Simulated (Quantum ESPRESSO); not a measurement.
**In in Quantum ESPRESSO: the effect of smearing width**

Slab: In, a slab with vacuum.

```
CELL_PARAMETERS angstrom
3.33548 0.00000 0.00000
-1.66774 2.88861 0.00000
0.00000 0.00000 23.26371
ATOMIC_POSITIONS crystal
In 0.66667 0.33333 0.32239
In 0.33333 0.66667 0.44080
In 0.66667 0.33333 0.55920
In 0.33333 0.66667 0.67761
```

The slab is cut from a database's or a generator's crystal, which needn't be the stable form of the element.

Alike in all runs:

```yaml
Program: Quantum ESPRESSO 7.5
Task: work function
Functional: PBE
Potentials_or_basis: PseudoDojo 0.4.1 SR PBE standard
Cutoff: 952 eV
Density_cutoff: 3810 eV
k_mesh: 9 × 9 × 1
Spin: no spin polarisation
```

| smearing width | occupations | largest force (eV/Å) | work function (eV) |
| --- | --- | --- | --- |
| 0.01 | gaussian, width 0.01 eV | 0.11 | 3.78 |
| 0.025 | gaussian, width 0.025 eV | 0.12 | 3.78 |
| 0.05 | gaussian, width 0.05 eV | 0.12 | 3.77 |
| 0.1 | gaussian, width 0.1 eV | 0.11 | 3.76 |
| 0.2 | gaussian, width 0.2 eV | ? | ? |

Task: What does the run with smearing width 0.2 give?

Result: Largest force 0.10 eV/Å; work function 3.75 eV.

Worked out: A straight line through the other rows of the largest force, of slope -0.0375 eV/Å per unit of smearing width, extrapolates to 0.11 eV/Å, against the run's 0.10. A straight line through the other rows of the work function, of slope -0.238 eV per unit of smearing width, extrapolates to 3.74 eV, against the run's 3.75.
